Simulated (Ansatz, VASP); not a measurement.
One calculation of GaSb, two programs

```
Sb Ga
1.0
     0.00000    3.03847    3.03847
     3.03847    0.00000    3.03847
     3.03847    3.03847    0.00000
Sb Ga
1 1
Direct
  0.75000 0.75000 0.75000
  0.00000 0.00000 0.00000
```

Alike in both runs: task single point; functional r2SCAN50; k mesh 4 × 4 × 4; occupations fermi-dirac, width 0.05 eV; no spin polarisation.

|  | VASP | Ansatz |
| --- | --- | --- |
| version | VASP 6.6.1 | Ansatz 0.2.0 |
| potentials or method | VASP PAW PBE potentials, release 64 (Sb, Ga_d) | Ansatz PAW |
| plane-wave cutoff (eV) | 520 | 500 |
| valence electrons in the cell | 18 | 28 |

```tsv
	VASP	Ansatz	Ansatz less VASP
gap on the k mesh at the Fermi level (eV)	3.44	3.15	-0.292
least direct gap on the mesh (eV)	3.59	3.27	-0.318
pressure (GPa)	-2.7	-0.2	+2.52
```

One of these differences is far larger than is usual between the two programs; its cause wasn't traced. The two sets of potentials don't hold the same shells in valence.

Caveats: the k mesh is coarse (spacing up to 0.45 Å⁻¹), so the values aren't converged, least of all with exact exchange; spin-orbit coupling is left out, which moves the levels of the heavy elements; the PAW data sets were made with another functional, which shifts forces and pressure a little (VASP); the PAW data sets come from PBE, with cores solved anew for the run's functional, which leaves a small shift of forces and pressure (Ansatz); the thresholds are loose for stress (Ansatz). A k mesh can miss the band edges.
